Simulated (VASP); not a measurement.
# Zn2Ga2O3 (P4/mmm) in VASP: a series of runs, part 2 of 2

VASP 6.6.1. The steps go on from the part before.

**3. Relaxation of cell and atoms, PBE**

This run uses another cell than the first one, of 14.44 Å³/atom, 1.132 times its volume.

Input file INCAR:

```
SYSTEM = Zn2Ga2O3
PREC = Normal ; ENCUT = 520
EDIFF = 1E-4 ; ISMEAR = 0
SIGMA = 0.15 ; LREAL = .False.
LASPH = .True. ; NELM = 60
ALGO = Fast ; ISIF = 3
LWAVE = .False. ; LCHARG = .False.
GGA = PE ; IBRION = 2
NSW = 24 ; EDIFFG = -0.08
```

Input file KPOINTS:

```
regular mesh
0
Gamma
  3 3 3
  0 0 0
```

Input file POSCAR:

```
Zn2Ga2O3
1.0
    4.4338380900      0.0000000000      0.0000000000
    0.0000000000      4.4338380900      0.0000000000
    0.0000000000      0.0000000000      5.1430066000
Zn Ga O
2 2 3
Direct
    0.5000000000      0.5000000000      0.2964949500
    0.5000000000      0.5000000000      0.7035050500
    0.0000000000      0.0000000000      0.7549928700
    0.0000000000      0.0000000000      0.2450071300
    0.5000000000      0.5000000000      0.0000000000
    0.0000000000      0.5000000000      0.5000000000
    0.5000000000      0.0000000000      0.5000000000
```

Potentials or basis: VASP PAW PBE potentials, release 64 (Zn, Ga_d, O).

Launch:

```
$ cat potpaw_PBE.64/Zn/POTCAR potpaw_PBE.64/Ga_d/POTCAR potpaw_PBE.64/O/POTCAR > POTCAR
$ mpirun -np 1 vasp_std > vasp.out
```

Run time: 2 min. Hardware: 1 thread of Intel Xeon 6975P-C (Granite Rapids), shared host; peak memory 0.17 GiB.

It converged, with:

- Free energy: -26.8064 eV
- Relaxed volume: 13.96 Å³/atom
- Relaxed cell: a = 4.032 Å, b = 4.032 Å, c = 6.008 Å, α = 90.00°, β = 90.00°, γ = 90.00°
- Space group after relaxing (to 0.05 Å): P4/mmm (No. 123)
- Energy gained by relaxing: 527.3 meV/atom
- Ionic steps: 18
- Pressure after relaxing: -0.1 GPa
- Largest force after relaxing: 0.050 eV/Å
- Band gap on the k mesh: 0.48 eV, indirect (least direct gap 0.56 eV)

Forces in eV/Å, atoms in the order of the input:
```
Zn   0.000  0.000  0.010
Zn   0.000  0.000 -0.010
Ga   0.000  0.000  0.050
Ga   0.000  0.000 -0.050
O    0.000  0.000  0.000
O    0.000  0.000  0.000
O    0.000  0.000  0.000
```

Stress tensor (GPa, compression positive):
```
-0.03  0.00  0.00
 0.00 -0.03  0.00
 0.00  0.00 -0.34
```

Step by step:
```csv
step,energy change (eV),largest force (eV/Å),pressure (GPa),volume (Å³)
1,0.0000,9.1103,19.71,101.11
2,6.1464,29.4857,5.72,125.24
3,-1.3698,11.0479,1.60,108.53
4,-1.5771,9.6997,2.59,107.30
5,-1.7060,7.4439,4.68,105.42
6,-2.5962,0.5858,-13.19,117.52
7,-3.2540,0.6965,-7.68,112.24
8,-3.2574,0.7603,-7.15,111.97
9,-3.2577,0.8234,-6.83,111.71
10,-3.5301,0.3228,-1.80,103.73
11,-3.5457,0.6608,0.02,101.73
12,-3.6626,0.2833,0.48,98.56
13,-3.6709,0.3914,0.84,97.56
14,-3.6875,0.1331,-0.22,98.03
15,-3.6876,0.1376,-0.39,98.04
16,-3.6895,0.0930,0.39,97.65
17,-3.6895,0.1174,0.14,97.64
18,-3.6911,0.0496,-0.14,97.69
```

Final structure:
```cif
data_structure
_symmetry_space_group_name_H-M 'P 1'
_symmetry_Int_Tables_number 1
_cell_length_a 4.0324
_cell_length_b 4.0324
_cell_length_c 6.0080
_cell_angle_alpha 90.000
_cell_angle_beta 90.000
_cell_angle_gamma 90.000
_cell_volume 97.69
loop_
_atom_site_label
_atom_site_type_symbol
_atom_site_fract_x
_atom_site_fract_y
_atom_site_fract_z
_atom_site_occupancy
Zn1 Zn 0.50000 0.50000 0.30258 1
Zn2 Zn 0.50000 0.50000 0.69742 1
Ga1 Ga 0.00000 0.00000 0.74902 1
Ga2 Ga 0.00000 0.00000 0.25098 1
O1 O 0.50000 0.50000 0.00000 1
O2 O 0.00000 0.50000 0.50000 1
O3 O 0.50000 0.00000 0.50000 1
```

Levels at points of the mesh, in eV from the valence-band top:
```csv
k point,band 31,band 32,band 33,band 34,band 35,band 36,band 37,band 38
"(0.00, 0.00, 0.00)",-2.14,-1.43,-1.43,0.00,0.56,1.09,3.27,3.27
```

Caveat: the k mesh is coarse (spacing up to 0.47 Å⁻¹), so the values aren't converged; an odd mesh through Γ misses points on the zone boundary, where band edges often lie; the relaxation stopped at a loose force limit of 0.08 eV/Å, so its end isn't a converged minimum.

**4. Relaxation of cell and atoms, PBE**

This run uses another cell than the first one, of 16.28 Å³/atom, 1.276 times its volume.

INCAR is that of step 3.

KPOINTS is that of step 3.

Input file POSCAR:

```
Zn2Ga2O3
1.0
    4.9221408700      0.0000000000      0.0000000000
   -2.4610704300      4.2626990300      0.0000000000
    0.0000000000      0.0000000000      5.4320784300
Zn Ga O
2 2 3
Direct
    0.3333333300      0.6666666700      0.5000000000
    0.6666666700      0.3333333300      0.5000000000
    0.3333333300      0.6666666700      0.0000000000
    0.6666666700      0.3333333300      0.0000000000
    0.5000000000      0.0000000000      0.0000000000
    0.0000000000      0.5000000000      0.0000000000
    0.5000000000      0.5000000000      0.0000000000
```

Potentials or basis: VASP PAW PBE potentials, release 64 (Zn, Ga_d, O).

Launch:

```
$ cat potpaw_PBE.64/Zn/POTCAR potpaw_PBE.64/Ga_d/POTCAR potpaw_PBE.64/O/POTCAR > POTCAR
$ mpirun -np 1 vasp_std > vasp.out
```

OUTCAR:

```text
SYSTEM = Zn2Ga2O3
   PREC = Normal
   ENCUT = 520
   EDIFF = 1E-4
   ISMEAR = 0
   LREAL = .False.
   LASPH = .True.
   NELM = 60
   ISIF = 3
   GGA = PE
   IBRION = 2
   NSW = 24
   EDIFFG = -0.08

 ion  position               nearest neighbor table
   1  0.333  0.667  0.500-   3 2.72   3 2.72   2 2.84   2 2.84   2 2.84
   2  0.667  0.333  0.500-   4 2.72   4 2.72   1 2.84   1 2.84   1 2.84
   3  0.333  0.667  0.000-   5 1.42   6 1.42   7 1.42   1 2.72   1 2.72   4 2.84   4 2.84   4 2.84

   4  0.667  0.333  0.000-   5 1.42   6 1.42   7 1.42   2 2.72   2 2.72   3 2.84   3 2.84   3 2.84

   5  0.500  0.000  0.000-   3 1.42   4 1.42
   6  0.000  0.500  0.000-   3 1.42   4 1.42
   7  0.500  0.500  0.000-   3 1.42   4 1.42

  LATTYP: Found a hexagonal cell.
 ALAT       =     4.9221408700
 C/A-ratio  =     1.1036007651

  Lattice vectors:

[... 556 lines left out ...]
  energy  without entropy=     1579.4091911750  energy(sigma->0) =     1579.39421104

[... ionic steps 4 to 11 ...]

--------------------------------------- Ionic step       12  -------------------------------------------

 number of electron      67.9999814 magnetization

------------------------ aborting loop because EDIFF is reached ----------------------------------------
[... 77 lines left out ...]
--------------------------------------- Ionic step       14  -------------------------------------------

 number of electron      67.9999538 magnetization

 Free energy of the ion-electron system (eV)
  ---------------------------------------------------
  ext. energy  EPLUGINS =         0.00000000
  ---------------------------------------------------
  free energy    TOTEN  =       -26.94851591 eV

  energy without entropy =      -26.94831465  energy(sigma->0) =      -26.94841528

 E-fermi :  -0.4360     XC(G=0):  -7.2517

 val. band max:       -0.7155212832   @ k =   0.0000   0.0000   0.0000
 cond. band min:      -0.1322963925   @ k =   0.0000   0.0000   0.3333
 fundamental gap:      0.5832248907
 Fermi energy:        -0.4359562419

 k-point     1 :       0.0000    0.0000    0.0000
  band No.  band energies     occupation
      1     -19.8543      2.00000
      2     -19.2603      2.00000
      3     -19.2602      2.00000
      4     -15.2843      2.00000
      5     -15.1461      2.00000
      6     -15.1461      2.00000
[... 281 lines left out ...]
  FREE ENERGIE OF THE ION-ELECTRON SYSTEM (eV)
  ---------------------------------------------------
  free  energy   TOTEN  =       -26.9485159075 eV

  energy  without entropy=      -26.9483146494  energy(sigma->0) =      -26.94841528

 reached required accuracy - stopping structural energy minimisation
```

It took 4.9 min on 1 thread of Intel Xeon 6975P-C (Granite Rapids), shared host; peak memory 0.18 GiB.

What came out:

```yaml
Free_energy: -26.9485 eV
Relaxed_volume: 25.63 Å³/atom
Relaxed_cell: a = 6.043 Å, b = 6.043 Å, c = 5.671 Å, α = 90.00°, β = 90.00°, γ = 120.00°
Space_group_after_relaxing_to_0.05_Å: P6/mmm (No. 191)
Energy_gained_by_relaxing: 2655.4 meV/atom
Ionic_steps: 14
Pressure_after_relaxing: 0.1 GPa
Band_gap_on_the_k_mesh: 0.58 eV, indirect (least direct gap 1.44 eV)
```

The path:
```tsv
step	energy change (eV)	largest force (eV/Å)	pressure (GPa)	volume (Å³)
1	0.0000	0.0000	102.88	113.97
2	13.1487	0.0000	-36.59	361.64
3	1587.7399	0.0000	-13.41	205.77
4	238.3955	0.0000	94.82	182.87
5	-16.0653	0.0000	-8.10	200.45
6	-17.8133	0.0000	-8.29	196.43
7	-18.2202	0.0000	-5.89	189.58
8	-18.3693	0.0000	-4.54	186.21
9	-18.4292	0.0000	-3.69	184.53
10	-18.4856	0.0000	3.91	170.69
11	-18.5740	0.0000	0.50	176.56
12	-18.5740	0.0000	0.06	176.73
13	-18.5789	0.0000	0.08	177.39
14	-18.5878	0.0000	0.07	179.38
```

Final structure:
```cif
data_structure
_symmetry_space_group_name_H-M 'P 1'
_symmetry_Int_Tables_number 1
_cell_length_a 6.0434
_cell_length_b 6.0434
_cell_length_c 5.6713
_cell_angle_alpha 90.000
_cell_angle_beta 90.000
_cell_angle_gamma 120.000
_cell_volume 179.38
loop_
_atom_site_label
_atom_site_type_symbol
_atom_site_fract_x
_atom_site_fract_y
_atom_site_fract_z
_atom_site_occupancy
Zn1 Zn 0.33333 0.66667 0.50000 1
Zn2 Zn 0.66667 0.33333 0.50000 1
Ga1 Ga 0.33333 0.66667 0.00000 1
Ga2 Ga 0.66667 0.33333 0.00000 1
O1 O 0.50000 0.00000 0.00000 1
O2 O 0.00000 0.50000 0.00000 1
O3 O 0.50000 0.50000 0.00000 1
```

Caveat: the k mesh is coarse (spacing up to 0.49 Å⁻¹), so the values aren't converged; the volume moved by over 15 % at a fixed basis, so the end points are rough; an odd mesh through Γ misses points on the zone boundary, where band edges often lie; the relaxation stopped at a loose force limit of 0.08 eV/Å, so its end isn't a converged minimum.
